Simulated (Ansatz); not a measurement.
# Sr: the cost of one run

Program: Ansatz 0.2.0. Level of theory: DFT PBE, scalar-relativistic, plane waves, PAW. These are calculated values, not measurements.

**1. The structure to begin with**

Symmetry: P6_3/mmc, No. 194, hexagonal system. Conventional cell: a = 4.310 Å, b = 4.310 Å, c = 7.050 Å, α = 90.00°, β = 90.00°, γ = 120.00°. Sr (site symmetry -6m2) has 12 Sr at 4.31 Å as nearest neighbours.

Coordinates:

```
CELL_PARAMETERS angstrom
4.31000 0.00000 0.00000
-2.15500 3.73257 0.00000
0.00000 0.00000 7.05000
ATOMIC_POSITIONS crystal
Sr 0.33333 0.66667 0.25000
Sr 0.66667 0.33333 0.75000
```

The structure comes from the Crystallography Open Database.

**2. Probe: one point at the start**

input.yaml

```yaml
crystal:
  lattice:
    - [4.3100002207, 0.0, 0.0]
    - [-2.1550001104, 3.7325696814, 0.0]
    - [0.0, 0.0, 7.05]
  atoms:
    - { symbol: Sr, position: [0.3333333333, 0.6666666667, 0.25] }
    - { symbol: Sr, position: [0.6666666667, 0.3333333333, 0.75] }
basis:
  ecutwfc: 420
kpoints:
  mp_grid: { grid: [6, 6, 4] }
hamiltonian:
  xc: pbe
scf:
  occupations: { method: gaussian, width: 0.1 }
output:
  forces: true
  stress: true
  eigenvalues: true
```

**Question.** How long does this run take on 1 thread of an Arm CPU, shared host, and how much memory does it need?

About 1.5 s, with a peak of 0.31 GiB.
